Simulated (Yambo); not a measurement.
Input of a Yambo 5.3.0 run:

Contents of optics7.in:

```
optics
chi
Chimod= "HARTREE"
% BndsRnXd
 1 | 18 |
%
NGsBlkXd= 4 Ry
% LongDrXd
 1 | 1 | 1 |
%
% QpntsRXd
 1 | 1 |
%
% EnRngeXd
 0 | 10 | eV
%
% DmRngeXd
 0.2 | 0.2 | eV
%
ETStpsXd= 300
```

The input scf.in:

```
&CONTROL
  calculation = 'scf'
  prefix = 'pwscf'
  outdir = './tmp'
  pseudo_dir = './pseudo'
/
&SYSTEM
  ibrav = 0
  nat = 3
  ntyp = 2
  ecutwfc = 80
  nbnd = 20
  occupations = 'smearing'
  smearing = 'fd'
  degauss = 0.00367493
  force_symmorphic = .true.
/
&ELECTRONS
  conv_thr = 6d-10
  electron_maxstep = 120
  mixing_beta = 0.5
/
ATOMIC_SPECIES
Mo    95.9500 Mo.upf
S     32.0600 S.upf
CELL_PARAMETERS bohr
   6.0990240984    0.0000000000    0.0000000000
  -3.0495120492    5.2819098074    0.0000000000
   0.0000000000    0.0000000000   11.9288459328
ATOMIC_POSITIONS bohr
Mo     0.0000000000    0.0000000000    5.9644229664
S      3.0495120495    1.7606366023    8.8831811008
S     -0.0000000003    3.5212732051    3.0456648319
K_POINTS automatic
12 12 6 0 0 0
```

The input nscf.in:

```
&CONTROL
  calculation = 'nscf'
  prefix = 'pwscf'
  outdir = './tmp'
  pseudo_dir = './pseudo'
/
&SYSTEM
  ibrav = 0
  nat = 3
  ntyp = 2
  ecutwfc = 80
  nbnd = 33
  occupations = 'smearing'
  smearing = 'fd'
  degauss = 0.00367493
  force_symmorphic = .true.
/
&ELECTRONS
  conv_thr = 1d-08
  diago_full_acc = .true.
  diago_thr_init = 1d-06
/
ATOMIC_SPECIES
Mo    95.9500 Mo.upf
S     32.0600 S.upf
CELL_PARAMETERS bohr
   6.0990240984    0.0000000000    0.0000000000
  -3.0495120492    5.2819098074    0.0000000000
   0.0000000000    0.0000000000   11.9288459328
ATOMIC_POSITIONS bohr
Mo     0.0000000000    0.0000000000    5.9644229664
S      3.0495120495    1.7606366023    8.8831811008
S     -0.0000000003    3.5212732051    3.0456648319
K_POINTS automatic
12 12 6 0 0 0
```

Potentials or basis: PseudoDojo 0.4.1 SR PBEsol standard.

Launch:

```sh
$ OMP_NUM_THREADS=1 pw.x -in scf.in > scf.out
$ OMP_NUM_THREADS=1 pw.x -in nscf.in > nscf.out
$ cd tmp/pwscf.save; p2y; mv SAVE ../..; cd ../..
$ OMP_NUM_THREADS=1 yambo
$ OMP_NUM_THREADS=1 yambo -F optics7.in -J optics7 -C optics7_out
```

Question: Estimate the band gap on the k mesh, mean-field level.

Answer: None (metal or under the smearing width).

Dielectric function (along the field direction of the input):
```tsv
energy (eV)	real part	imaginary part
0.27	32.15	24.32
0.60	19.84	25.15
0.94	9.17	23.31
1.27	1.19	16.81
1.61	-0.06	10.72
1.94	1.22	7.74
2.27	2.14	5.99
2.61	3.15	6.06
2.94	2.92	5.29
3.28	3.48	5.33
3.61	3.33	5.49
3.95	4.16	5.22
4.28	4.28	7.02
4.62	2.25	7.70
4.95	1.36	7.21
5.28	0.86	6.79
5.62	-0.23	7.02
5.95	-1.48	5.64
6.29	-1.52	4.47
6.62	-1.20	3.61
6.96	-1.02	3.42
7.29	-0.96	2.69
7.63	-0.46	2.46
7.96	-0.44	2.48
8.29	-0.30	2.19
8.63	-0.14	1.89
8.96	0.34	1.85
9.30	0.40	2.16
9.63	0.30	2.05
10.00	0.50	2.03
```

Caveat: the intraband (Drude) term of the metal is left out; the ground state has no gap, which makes the many-body step unreliable; these spectra lack excitons.
